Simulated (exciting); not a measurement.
# GaN (F-43m) in exciting: notebook

Runs on GaN. Level: PBEsol. Tasks: single point.

Everything below comes from runs of exciting (release sodium). Logs are shortened: lines on timing, memory, paths and dates and some standing lists are left out, and cuts for length are marked.

**Experimental background.**

A printed reference work, textbook reports, for a bulk crystal of GaN at 0 K: band gap 3.299 eV (direct).

The results are compared with them further down.

### Step 1. The structure

Symmetry: F-43m, No. 216, cubic system. The conventional cell has a = 4.507 Å, b = 4.507 Å, c = 4.507 Å, α = 90.00°, β = 90.00°, γ = 90.00°. Ga (site symmetry -43m) has 4 N at 1.95 Å as nearest neighbours. N (site symmetry -43m) has 4 Ga at 1.95 Å as nearest neighbours.

The cell is a database's computed one.

### Step 2. Single point, PBEsol

input.xml

```xml
<input>
  <title>GaN</title>
  <structure speciespath="./" tshift="false">
    <crystal scale="1">
      <basevect>0.000000000000 4.258498969853 4.258498969853</basevect>
      <basevect>4.258498969853 0.000000000000 4.258498969853</basevect>
      <basevect>4.258498969853 4.258498969853 0.000000000000</basevect>
    </crystal>
    <species speciesfile="Ga.xml" rmt="2">
      <atom coord="0.000000000000 0.000000000000 0.000000000000"/>
    </species>
    <species speciesfile="N.xml" rmt="1.45">
      <atom coord="0.250000000000 0.250000000000 0.250000000000"/>
    </species>
  </structure>
  <groundstate do="fromscratch" ngridk="7 7 7" rgkmax="6.5" gmaxvr="14" lmaxapw="10" lmaxmat="10" lmaxvr="8" xctype="GGA_PBE_SOL" stype="Gaussian" swidth="0.00099223" nempty="10" ValenceRelativity="iora*" epsengy="1e-05" epspot="1e-05" maxscl="60" tforce="true" outputlevel="normal"/>
</input>
```

Potentials or basis: all-electron LAPW+lo, shipped species files, valence relativity iora*.

Command:

```
> OMP_NUM_THREADS=1 exciting_smp
```

INFO.OUT:

```text
================================================================================
EXCITING SODIUM started
[... 10 lines left out ...]

 Lattice vectors (cartesian) :
      0.0000000000      4.2584989699      4.2584989699
      4.2584989699      0.0000000000      4.2584989699
      4.2584989699      4.2584989699      0.0000000000

 Reciprocal lattice vectors (cartesian) :
     -0.7377230042      0.7377230042      0.7377230042
      0.7377230042     -0.7377230042      0.7377230042
      0.7377230042      0.7377230042     -0.7377230042

 Unit cell volume                           :     154.4541690141
 Brillouin zone volume                      :       1.6059793985

 Species :    1 (Ga)
     parameters loaded from                 :    Ga.xml
     name                                   :    gallium
     nuclear charge                         :     -31.00000000
     electronic charge                      :      31.00000000
     atomic mass                            :  127097.25380000
     muffin-tin radius                      :       2.00000000
     # of radial points in muffin-tin       :     350

     atomic positions (lattice) :
       1 :   0.00000000  0.00000000  0.00000000

 Species :    2 (N)
     parameters loaded from                 :    N.xml
     name                                   :    nitrogen
     nuclear charge                         :      -7.00000000
     electronic charge                      :       7.00000000
     atomic mass                            :   25532.72506000
     muffin-tin radius                      :       1.45000000
     # of radial points in muffin-tin       :     250

     atomic positions (lattice) :
       1 :   0.25000000  0.25000000  0.25000000

 Total number of atoms per unit cell        :       2

 Spin treatment                             :    spin-unpolarised

 Number of Bravais lattice symmetries       :      48
 Number of crystal symmetries               :      24

 k-point grid                               :       7    7    7
 Total number of k-points                   :      30
 k-point set is reduced with crystal symmetries

 R^MT_min * |G+k|_max (rgkmax)              :       6.50000000
 Species with R^MT_min                      :       2 (N)
 Maximum |G+k| for APW functions            :       4.48275862
 Maximum |G| for potential and density      :      14.00000000

 G-vector grid sizes                        :      27    27    27
 Total number of G-vectors                  :    7239

 Maximum angular momentum used for
     APW functions                          :      10
     computing H and O matrix elements      :      10
     potential and density                  :       8
     inner part of muffin-tin               :       2

 Total nuclear charge                       :     -38.00000000
 Total electronic charge                    :      38.00000000
 Total core charge                          :      20.00000000
 Total valence charge                       :      18.00000000

 Number of empty states                     :      10
 Total number of valence states             :      20

 Maximum Hamiltonian size                   :     277
 Maximum number of plane-waves              :     259
 Total number of local-orbitals             :      18

 Exchange-correlation type                  :      22
     PBEsol, Phys. Rev. Lett. 100, 136406 (2008)
     Generalised gradient approximation (GGA)

 Smearing scheme                            :    Gaussian
 Smearing width                             :       0.00099223

 Using multisecant Broyden potential mixing
[... 16 lines left out ...]
+ SCF iteration number :    1                                                  +
++++++++++++++++++++++++++++++++++++++++++++++++++++++++++++++++++++++++++++++++
 Total energy                               :     -1995.15106067
 _______________________________________________________________
 Fermi energy                               :         0.20371325
 Kinetic energy                             :      2037.34222761
 Coulomb energy                             :     -3951.40510272
 Exchange energy                            :       -79.08466917
 Correlation energy                         :        -2.00351639

 DOS at Fermi energy (states/Ha/cell)       :         0.00000000

 Electron charges :
     core                                   :        20.00000000
     core leakage                           :         0.00639788
     valence                                :        18.00000000
     interstitial                           :         3.33262503
     charge in muffin-tin spheres :
                  atom     1    Ga          :        28.63615648
                  atom     2     N          :         6.03121848
     total charge in muffin-tins            :        34.66737497
     total charge                           :        38.00000000

 Estimated fundamental gap                  :         0.11833125
        valence-band maximum at    1      0.0000  0.0000  0.0000
     conduction-band minimum at    1      0.0000  0.0000  0.0000

++++++++++++++++++++++++++++++++++++++++++++++++++++++++++++++++++++++++++++++++
+ SCF iteration number :    2                                                  +
++++++++++++++++++++++++++++++++++++++++++++++++++++++++++++++++++++++++++++++++
 Total energy                               :     -1997.38849521
 _______________________________________________________________
 Fermi energy                               :         0.24536935
 Kinetic energy                             :      2035.77678704
 Coulomb energy                             :     -3952.15357235
 Exchange energy                            :       -79.00236726
 Correlation energy                         :        -2.00934265

 DOS at Fermi energy (states/Ha/cell)       :         0.00000000

 Electron charges :
     core                                   :        20.00000000
     core leakage                           :         0.00621582
     valence                                :        18.00000000
     interstitial                           :         3.55628791
     charge in muffin-tin spheres :
                  atom     1    Ga          :        28.82053488
                  atom     2     N          :         5.62317721
     total charge in muffin-tins            :        34.44371209
     total charge                           :        38.00000000
[... 439 lines left out ...]
++++++++++++++++++++++++++++++++++++++++++++++++++++++++++++++++++++++++++++++++
+ SCF iteration number :   16                                                  +
++++++++++++++++++++++++++++++++++++++++++++++++++++++++++++++++++++++++++++++++
 Total energy                               :     -1997.26012363
 _______________________________________________________________
 Fermi energy                               :         0.25903463
 Kinetic energy                             :      2035.28230822
 Coulomb energy                             :     -3951.60942543
 Exchange energy                            :       -78.92148314
 Correlation energy                         :        -2.01152328

 DOS at Fermi energy (states/Ha/cell)       :         0.00000000

 Electron charges :
     core                                   :        20.00000000
     core leakage                           :         0.00621018
     valence                                :        18.00000000
     interstitial                           :         3.65180782
     charge in muffin-tin spheres :
                  atom     1    Ga          :        28.89490331
                  atom     2     N          :         5.45328887
     total charge in muffin-tins            :        34.34819218
     total charge                           :        38.00000000

 Estimated fundamental gap                  :         0.06153700
        valence-band maximum at    1      0.0000  0.0000  0.0000
     conduction-band minimum at    1      0.0000  0.0000  0.0000

 RMS change in effective potential (target) :  0.779488E-07  ( 0.100000E-04)
 Absolute change in total energy   (target) :  0.848572E-06  ( 0.100000E-04)
 Charge distance                   (target) :  0.211823E-08  ( 0.100000E-04)
 Abs. change in max-nonIBS-force   (target) :   0.00000      ( 0.500000E-04)

++++++++++++++++++++++++++++++++++++++++++++++++++++++++++++++++++++++++++++++++
| Convergency criteria checked for the last 2 iterations                       +
| Convergence targets achieved. Performing final SCF iteration                 +
++++++++++++++++++++++++++++++++++++++++++++++++++++++++++++++++++++++++++++++++
 Total energy                               :     -1997.26012387
 _______________________________________________________________
 Fermi energy                               :         0.25903463
 Kinetic energy                             :      2035.28230825
 Coulomb energy                             :     -3951.60942568
 Exchange energy                            :       -78.92148316
 Correlation energy                         :        -2.01152328

 DOS at Fermi energy (states/Ha/cell)       :         0.00000000

 Electron charges :
     core                                   :        20.00000000
     core leakage                           :         0.00621018
     valence                                :        18.00000000
     interstitial                           :         3.65180781
     charge in muffin-tin spheres :
                  atom     1    Ga          :        28.89490330
                  atom     2     N          :         5.45328889
     total charge in muffin-tins            :        34.34819219
     total charge                           :        38.00000000

 Estimated fundamental gap                  :         0.06153700
        valence-band maximum at    1      0.0000  0.0000  0.0000
     conduction-band minimum at    1      0.0000  0.0000  0.0000

++++++++++++++++++++++++++++++++++++++++++++++++++++++++++++++++++++++++++++++++
+ Self-consistent loop stopped                                                 +
++++++++++++++++++++++++++++++++++++++++++++++++++++++++++++++++++++++++++++++++
 STATE.OUT is written

--------------------------------------------------------------------------------
- Writing atomic positions and forces                                          -
--------------------------------------------------------------------------------

 Atomic positions (lattice) :
 atom     1  Ga  :     0.00000000    0.00000000    0.00000000
 atom     2   N  :     0.25000000    0.25000000    0.25000000

 Total atomic forces including IBS (cartesian) :
 atom     1  Ga  :     0.00000000   -0.00000000   -0.00000000
 atom     2   N  :    -0.00000000    0.00000000    0.00000000

 Atomic force components including IBS (cartesian) :
 atom     1  Ga  :     0.00000000    0.00000000   -0.00000000   HF force
                 :     0.00000000   -0.00000000   -0.00000000   core correction
                 :     0.00000000   -0.00000000   -0.00000000   IBS correction
 atom     2   N  :    -0.00000000   -0.00000000    0.00000000   HF force
                 :    -0.00000000    0.00000000    0.00000000   core correction
                 :    -0.00000000    0.00000000    0.00000000   IBS correction

********************************************************************************
* Groundstate module stopped                                                   *
********************************************************************************

================================================================================
| EXCITING SODIUM stopped                                                      =
================================================================================
```

Run time: 48 s. Hardware: 1 thread of AMD EPYC 7R43 (Zen 3), shared host; peak memory 0.13 GiB.

Results:

```yaml
Free_energy: -54348.2167 eV
Band_gap_on_the_k_mesh: 1.67 eV, direct
All_electrons_inside_the_program's_atomic_spheres: Ga 28.89; N 5.45 (radii Ga 2.0, N 1.45 bohr)
```

(Continued in part 2 of 2.)
